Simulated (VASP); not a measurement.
# Pb (Fm-3m) in VASP: notebook

Runs on Pb. Level: PBEsol. Tasks: relaxation of cell and atoms, relaxation of the atoms.

Everything below comes from runs of VASP 6.6.1. Logs are shortened: lines on timing, memory, paths and dates and some standing lists are left out, and cuts for length are marked.

## (1) The crystal as given

The structure is cubic, space group Fm-3m (No. 225). Conventional cell: a = 4.950 Å, b = 4.950 Å, c = 4.950 Å, α = 90.00°, β = 90.00°, γ = 90.00°. Pb (site symmetry m-3m) has 12 Pb at 3.50 Å as nearest neighbours.

## (2) Relaxation of cell and atoms, PBEsol

Contents of INCAR:

```
  PREC = Accurate
  ENCUT = 600
  EDIFF = 1E-6
  ISMEAR = 1
  SIGMA = 0.1
  LREAL = False
  LASPH = True
  NELM = 80
  ALGO = Normal
  ISIF = 3
  LWAVE = False
  LCHARG = False
  GGA = PS
  IBRION = 2
  NSW = 90
  EDIFFG = -0.01
```

Contents of KPOINTS:

```
Automatic mesh
0
Gamma
  14 14 14
```

Contents of POSCAR:

```
Pb
1.0
    0.0000000000      2.4750200000      2.4750200000
    2.4750200000      0.0000000000      2.4750200000
    2.4750200000      2.4750200000      0.0000000000
Pb
1
Direct
    0.0000000000      0.0000000000      0.0000000000
```

Potentials or basis: VASP PAW PBE potentials, release 64 (Pb_d).

Run with:

```sh
cat potpaw_PBE.64/Pb_d/POTCAR > POTCAR
mpirun -np 1 vasp_std > vasp.out
```

OUTCAR:

```text
PREC = Accurate
   ENCUT = 600
   EDIFF = 1E-6
   ISMEAR = 1
   LREAL = False
   LASPH = True
   NELM = 80
   ISIF = 3
   GGA = PS
   IBRION = 2
   NSW = 90
   EDIFFG = -0.01

 ion  position               nearest neighbor table
   1  0.000  0.000  0.000-

  LATTYP: Found a face centered cubic cell.
 ALAT       =     4.9500400000

  Lattice vectors:

 A1 = (   0.0000000000,   2.4750200000,   2.4750200000)
 A2 = (   2.4750200000,   0.0000000000,   2.4750200000)
 A3 = (   2.4750200000,   2.4750200000,   0.0000000000)

Analysis of symmetry for initial positions (statically):
=====================================================================
 Subroutine PRICEL returns:
 Original cell was already a primitive cell.

 Routine SETGRP: Setting up the symmetry group for a
 face centered cubic supercell.

 Subroutine GETGRP returns: Found 48 space group operations
 (whereof 48 operations were pure point group operations)
 out of a pool of 48 trial point group operations.

The static configuration has the point symmetry O_h .

Analysis of symmetry for dynamics (positions and initial velocities):
=====================================================================
 Subroutine PRICEL returns:
 Original cell was already a primitive cell.

 Routine SETGRP: Setting up the symmetry group for a
 face centered cubic supercell.

 Subroutine GETGRP returns: Found 48 space group operations
 (whereof 48 operations were pure point group operations)
 out of a pool of 48 trial point group operations.

The dynamic configuration has the point symmetry O_h .

 Subroutine INISYM returns: Found 48 space group operations
 (whereof 48 operations are pure point group operations),
 and found     1 'primitive' translations

----------------------------------------------------------------------------------------

                                     Primitive cell

  volume of cell :      30.3226

  direct lattice vectors                    reciprocal lattice vectors
     0.000000000  2.475020000  2.475020000    -0.202018570  0.202018570  0.202018570
     2.475020000  0.000000000  2.475020000     0.202018570 -0.202018570  0.202018570
     2.475020000  2.475020000  0.000000000     0.202018570  0.202018570 -0.202018570

  length of vectors
     3.500206851  3.500206851  3.500206851     0.349906427  0.349906427  0.349906427

  position of ions in fractional coordinates (direct lattice)
     0.000000000  0.000000000  0.000000000

  ion indices of the primitive-cell ions
   primitive index   ion index
                 1           1

----------------------------------------------------------------------------------------

 KPOINTS: Automatic mesh

Automatic generation of k-mesh.
 Grid dimensions read from file:
 generate k-points for:   14   14   14

 Generating k-lattice:

  Cartesian coordinates                     Fractional coordinates (reciprocal lattice)
    -0.014429898  0.014429898  0.014429898     0.071428571  0.000000000  0.000000000
     0.014429898 -0.014429898  0.014429898     0.000000000  0.071428571  0.000000000
     0.014429898  0.014429898 -0.014429898     0.000000000  0.000000000  0.071428571

  Length of vectors
     0.024993316  0.024993316  0.024993316

  Shift w.r.t. Gamma in fractional coordinates (k-lattice)
     0.000000000  0.000000000  0.000000000

 Subroutine IBZKPT returns following result:
 ===========================================

 Found    104 irreducible k-points:

 Following reciprocal coordinates:
            Coordinates               Weight
  0.000000  0.000000  0.000000      1.000000
  0.071429  0.000000  0.000000      8.000000
  0.142857  0.000000  0.000000      8.000000
  0.214286  0.000000  0.000000      8.000000
  0.285714  0.000000  0.000000      8.000000
  0.357143  0.000000  0.000000      8.000000
[... 16 lines left out ...]
  0.214286  0.142857  0.000000     24.000000
  0.285714  0.142857  0.000000     24.000000
 [... further k-points ...]
   k-points           NKPTS =    104   k-points in BZ     NKDIM =    104   number of bands    NBANDS=     11
   number of dos      NEDOS =    301   number of ions     NIONS =      1
   total plane-waves  NPLWV =  21952
   dimension x,y,z NGX =    28 NGY =   28 NGZ =   28
   dimension x,y,z NGXF=    56 NGYF=   56 NGZF=   56
   ions per type =               1
   NGX,Y,Z   is equivalent  to a cutoff of  13.30, 13.30, 13.30 a.u.
   NGXF,Y,Z  is equivalent  to a cutoff of  26.60, 26.60, 26.60 a.u.
 SYSTEM =  unknown system
   PREC   = accura    normal or accurate (medium, high low for compatibility)
   ISTART =      0    job   : 0-new  1-cont  2-samecut
   ICHARG =      2    charge: 1-file 2-atom 10-const
   ISPIN  =      1    spin polarized calculation?
   LNONCOLLINEAR =      F non collinear calculations
   LSORBIT =      F    spin-orbit coupling
   LASPH  =      T    aspherical Exc in radial PAW
   ENCUT  =  600.0 eV  44.10 Ry    6.64 a.u.   6.99  6.99  6.99*2*pi/ulx,y,z
   NELM   =     80;   NELMIN=  2; NELMDL= -5     # of ELM steps
   EDIFF  = 0.1E-05   stopping-criterion for ELM
   LREAL  =      F    real-space projection
   EDIFFG = -.1E-01   stopping-criterion for IOM
   NSW    =     90    number of steps for IOM
   IBRION =      2    ionic relax: 0-MD 1-quasi-New 2-CG
   NFREE  =      1    steps in history (QN), initial steepest desc. (CG)
   ISIF   =      3    stress and relaxation
   ISYM   =      2    0-nonsym 1-usesym 2-fastsym
   POTIM  = 0.5000    time-step for ionic-motion
   TEBEG  =    0.0;   TEEND  =   0.0 temperature during run
   PSTRESS=    0.0 pullay stress
   NELECT =      14.0000    total number of electrons
   NUPDOWN=      -1.0000    fix difference up-down
   EMIN   =  10.00;   EMAX   =-10.00  energy-range for DOS
   EFERMI =   0.00;   METHOD = LEGACY
   ISMEAR =     1;   SIGMA  =   0.10  broadening in eV -4-tet -1-fermi 0-gaus
   EFERMI_NEDOS =   21; number of points for ismear=-14 and -15
   IALGO  =     38    algorithm
   IMIX   =      4    mixing-type and parameters
     AMIX     =   0.40;   BMIX     =  1.00
     AMIX_MAG =   1.60;   BMIX_MAG =  1.00
  volume/ion in A,a.u.               =      30.32       204.63
  Fermi-wavevector in a.u.,A,eV,Ry     =   1.265306  2.391081 21.782907  1.600999
  Thomas-Fermi vector in A             =   2.398566
   LORBIT       =      0    0 simple, 1 ext, 2 COOP (PROOUT), +10 PAW based schemes
   GGA     = PS    functional components
   LHFCALC =     F    Hartree Fock is set to
   AEXX    =    0.0000 exact exchange contribution
   IVDW    =     0    specifies the selected vdW correction
   LEPSILON=     F    determine dielectric tensor
   LRPA    =     F    only Hartree local field effects (RPA)
 conjugate gradient relaxation of ions
 non-spin polarized calculation
 Methfessel and Paxton  Order N= 1 SIGMA  =   0.10
  energy-cutoff  :      600.00
  volume of cell :       30.32
 maximum number of plane-waves:      1026
   NGX = 13   NGY = 13   NGZ = 13

--------------------------------------- Ionic step        1  -------------------------------------------

 number of electron      13.9999999 magnetization

 Free energy of the ion-electron system (eV)
  ---------------------------------------------------
  ext. energy  EPLUGINS =         0.00000000
  ---------------------------------------------------
  free energy    TOTEN  =        -4.00237441 eV

  energy without entropy =       -4.00235708  energy(sigma->0) =       -4.00236863

------------------------ aborting loop because EDIFF is reached ----------------------------------------

  FORCE on cell =-STRESS in cart. coord.  units (eV):
  Direction    XX          YY          ZZ          XY          YZ          ZX
  --------------------------------------------------------------------------------------
  -------------------------------------------------------------------------------------
  Total       -0.0858567     -0.0858567     -0.0858567     -0.0000000      0.0000000      0.0000000
  in kB       -4.5364751     -4.5364751     -4.5364751     -0.0000000      0.0000000      0.0000000
  external PRESSURE =      -4.5364751 kB  Pullay stress =       0.0000000 kB
[... 55 lines left out ...]
  energy  without entropy=       -4.0028310951  energy(sigma->0) =       -4.00277541

--------------------------------------- Ionic step        3  -------------------------------------------

 number of electron      13.9999999 magnetization

 Free energy of the ion-electron system (eV)
  ---------------------------------------------------
  ext. energy  EPLUGINS =         0.00000000
  ---------------------------------------------------
  free energy    TOTEN  =        -4.00278390 eV

  energy without entropy =       -4.00284238  energy(sigma->0) =       -4.00280339

 E-fermi :   7.2475     XC(G=0): -10.3870

 val. band max:        7.2380185650   @ k =  -0.2857   0.2857   0.0714
 cond. band min:       7.2557251269   @ k =   0.3571   0.2143   0.0000
 fundamental gap:      0.0177065620
 Fermi energy:         7.2475017928

 k-point     1 :       0.0000    0.0000    0.0000
  band No.  band energies     occupation
      1      -9.7865      2.00000
      2      -9.7865      2.00000
      3      -9.7865      2.00000
      4      -9.6403      2.00000
      5      -9.6403      2.00000
      6      -4.6261      2.00000
      7      14.6942      0.00000
      8      14.6942      0.00000
      9      14.6942      0.00000
     10      16.9769      0.00000
     11      18.6448      0.00000
[... 309 lines left out ...]
 k-point    24 :       0.2857    0.1429    0.0000
  band No.  band energies     occupation
      1      -9.8296      2.00000
      2      -9.7264      2.00000
      3      -9.6970      2.00000
      4      -9.6539      2.00000
      5      -9.5686      2.00000
      6      -3.1764      2.00000
      7       8.4650     -0.00000
      8      11.9690      0.00000
      9      12.2294      0.00000
     10      15.6567      0.00000
     11      17.2780      0.00000

 [... further k-points ...]

------------------------ aborting loop because EDIFF is reached ----------------------------------------

  FORCE on cell =-STRESS in cart. coord.  units (eV):
  Direction    XX          YY          ZZ          XY          YZ          ZX
  --------------------------------------------------------------------------------------
  -------------------------------------------------------------------------------------
  Total        0.0003904      0.0003904      0.0003904     -0.0000000      0.0000000      0.0000000
  in kB        0.0208274      0.0208274      0.0208274     -0.0000000      0.0000000      0.0000000
  external PRESSURE =       0.0208274 kB  Pullay stress =       0.0000000 kB
[... 16 lines left out ...]
  FREE ENERGIE OF THE ION-ELECTRON SYSTEM (eV)
  ---------------------------------------------------
  free  energy   TOTEN  =        -4.0027838958 eV

  energy  without entropy=       -4.0028423761  energy(sigma->0) =       -4.00280339

 reached required accuracy - stopping structural energy minimisation
```

Run time: 61 s. Hardware: 1 thread of Intel Xeon Platinum 8488C (Sapphire Rapids), shared host; peak memory 0.19 GiB.

Results:

```
Free energy                            : -4.0028 eV
Relaxed volume                         : 30.03 Å³/atom
Relaxed cell                           : a = 3.489 Å, b = 3.489 Å, c = 3.489 Å, α = 60.00°, β = 60.00°, γ = 60.00°
Space group after relaxing (to 0.05 Å) : Fm-3m (No. 225)
Energy gained by relaxing              : 0.4 meV/atom
Ionic steps                            : 3
Pressure after relaxing                : 0.0 GPa
Band gap on the k mesh                 : none (metal or under the smearing width)
```

The path:
```tsv
step	energy change (eV)	largest force (eV/Å)	pressure (GPa)	volume (Å³)
1	0.0000	0.0000	-0.45	30.32
2	-0.0004	0.0000	0.15	29.95
3	-0.0004	0.0000	0.00	30.03
```

Final structure:
```xyz
1
Lattice="0.0000 2.4672 2.4672 2.4672 0.0000 2.4672 2.4672 2.4672 0.0000" Properties=species:S:1:pos:R:3 pbc="T T T"
Pb    0.0000    0.0000    0.0000
```

Levels at points of the mesh, in eV from the Fermi level:
```tsv
k point	band 5	band 6	band 7	band 8	band 9	band 10
(0.00, 0.00, 0.00)	-16.89	-11.87	7.45	7.45	7.45	9.73
(0.50, 0.00, 0.00)	-16.75	-8.19	-4.31	5.59	5.59	9.19
(0.50, 0.50, 0.00)	-16.71	-6.75	-3.36	2.01	2.01	5.35
```

Caveat: the PAW data sets were made with another functional, which shifts forces and pressure a little. Spin-orbit coupling is left out, which matters for the levels of Pb.

## (3) Relaxation of cell and atoms, PBEsol

This run uses another cell than the first one, of 30.03 Å³/atom, 0.991 times its volume.

Edit INCAR of step 2 so:

```diff
@@ -2,3 +2,3 @@
   ENCUT = 600
-  EDIFF = 1E-6
+  EDIFF = 1E-7
   ISMEAR = 1
@@ -15,2 +15,2 @@
   NSW = 90
-  EDIFFG = -0.01
+  EDIFFG = -0.005
```

KPOINTS is that of step 2.

Contents of POSCAR:

```
Pb                                      
1.0
    0.0000000000      2.4671700173      2.4671700173
    2.4671700173     -0.0000000000      2.4671700173
    2.4671700173      2.4671700173     -0.0000000000
  Pb            
     1
Direct
     0.0000000000000000    0.0000000000000000    0.0000000000000000
```

Potentials or basis: VASP PAW PBE potentials, release 64 (Pb_d).

Run with:

```sh
cat potpaw_PBE.64/Pb_d/POTCAR > POTCAR
mpirun -np 1 vasp_std > vasp.out
```

Wall time 26 s (1 thread of Intel Xeon Platinum 8488C (Sapphire Rapids), shared host); peak memory 0.18 GiB.

It converged, with:

| Quantity | Value |
| --- | --- |
| Free energy | -4.0027 eV |
| Pressure after relaxing | 0.0 GPa |
| Band gap on the k mesh | none (metal or under the smearing width) |

Final structure:
```xyz
1
Lattice="0.0000 2.4672 2.4672 2.4672 0.0000 2.4672 2.4672 2.4672 0.0000" Properties=species:S:1:pos:R:3 pbc="T T T"
Pb    0.0000    0.0000    0.0000
```

Levels at points of the mesh, in eV from the Fermi level:
| k point | band 5 | band 6 | band 7 | band 8 | band 9 | band 10 |
| --- | --- | --- | --- | --- | --- | --- |
| (0.00, 0.00, 0.00) | -16.89 | -11.87 | 7.45 | 7.45 | 7.45 | 9.73 |
| (0.50, 0.00, 0.00) | -16.75 | -8.19 | -4.31 | 5.59 | 5.59 | 9.19 |
| (0.50, 0.50, 0.00) | -16.71 | -6.75 | -3.36 | 2.01 | 2.01 | 5.35 |

Caveat: the relaxation stopped at its first step, so nothing moved; the PAW data sets were made with another functional, which shifts forces and pressure a little. The run has no spin-orbit coupling, so splittings on Pb are missing.

(Part 1 of 2 ends here.)
